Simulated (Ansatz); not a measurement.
# Bi (bcc)

Method: HSE06, scalar-relativistic; no spin polarisation; PAW, 420 eV, Γ-centred 8×8×8 mesh, 0.05 eV Gaussian smearing; code Ansatz. The datasets are Ansatz's generated set soft_2.

```cif
data_structure
_symmetry_space_group_name_H-M 'Im-3m'
_symmetry_Int_Tables_number 229
_cell_length_a 3.9318
_cell_length_b 3.9318
_cell_length_c 3.9318
_cell_angle_alpha 90.000
_cell_angle_beta 90.000
_cell_angle_gamma 90.000
_cell_volume 60.78
loop_
_atom_site_label
_atom_site_type_symbol
_atom_site_symmetry_multiplicity
_atom_site_Wyckoff_symbol
_atom_site_fract_x
_atom_site_fract_y
_atom_site_fract_z
_atom_site_occupancy
Bi1 Bi 2 a 0.00000 0.00000 0.00000 1
```

At room temperature and ambient pressure Bi takes another structure.

The volume is at zero pressure for this level.

The run used a cell of 1 atoms; the mesh refers to it.

```yaml
Volume: 30.39 Å³/atom
```

(1) What does HSE06 give for the band gap?

Answer:

(1) zero (metallic).

The calculation's cell holds 15 valence electrons, an odd number. Without magnetic order each band takes two, so one stays part-filled and the crystal must be a metal.

These numbers lack spin–orbit coupling. For a metal under a hybrid functional this mesh is coarse.
